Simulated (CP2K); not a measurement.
Runs of CP2K 2026.2 on Ge. Symmetry: Cmcm, No. 63, orthorhombic system. Conventional cell: a = 2.976 Å, b = 5.189 Å, c = 4.728 Å, α = 90.00°, β = 90.00°, γ = 90.00°. Ge (site symmetry m2m) has 12 Ge at 2.92 to 2.99 Å as nearest neighbours. This isn't the form of Ge at room conditions, which is diamond.

| task | level | potentials or basis | spin | smearing | EPS_DEFAULT | MAX_SCF | MIXING ALPHA | NBUFFER | NGRIDS | gap on the mesh (eV) | pressure (GPa) |
| --- | --- | --- | --- | --- | --- | --- | --- | --- | --- | --- | --- |
| single point | BLYP | GTH_POTENTIALS Ge GTH-BLYP-q4; TZVP-MOLOPT-PBE-GTH basis | collinear, ferrimagnetic start | fermi-dirac 0.05 eV | 1.0E-10 | 150 | 0.2 | 10 | 4 | none | (a) |
| single point | LDA | GTH_POTENTIALS Ge GTH-PADE-q4; TZVP-MOLOPT-PBE-GTH basis | off | gaussian 0.1 eV | 1.0E-10 | 100 | 0.4 | 8 | 4 | none | -1.2 |
| band structure | SCAN | POTENTIAL_UZH Ge GTH-SCAN-q4; TZVP-MOLOPT-SCAN-GTH basis | off | fermi-dirac 0.1 eV | 1.0E-9 | 100 | 0.4 | 8 | 5 | none | -1.5 |
| band structure | r2SCAN | POTENTIAL_UZH Ge GTH-SCAN-q4; TZVP-MOLOPT-SCAN-GTH basis | off | fermi-dirac 0.01 eV | 1.0E-9 | 100 | 0.4 | 8 | 4 | none | -0.9 |
| band structure | TASK | POTENTIAL_UZH Ge GTH-SCAN-q4; TZVP-MOLOPT-SCAN-GTH basis | off | fermi-dirac 0.1 eV | 1.0E-9 | 100 | 0.4 | 8 | 4 | none | (b) |

Alike in all rows: cell as given; k mesh 10 × 10 × 6.

Question: Fill in the values left out.

Answer: (a) 10.4; (b) 1.1.

Caveats: the basis of atomic orbitals isn't converged, which shifts pressures, moduli and gaps; the potentials were made for another functional, which shifts forces and pressure (some runs).

A k mesh can miss the band edges, and the runs leave out spin-orbit coupling on Ge.

A gap of «none» marks a metal or a gap under the smearing width.

Not every run made on this cell is shown here.
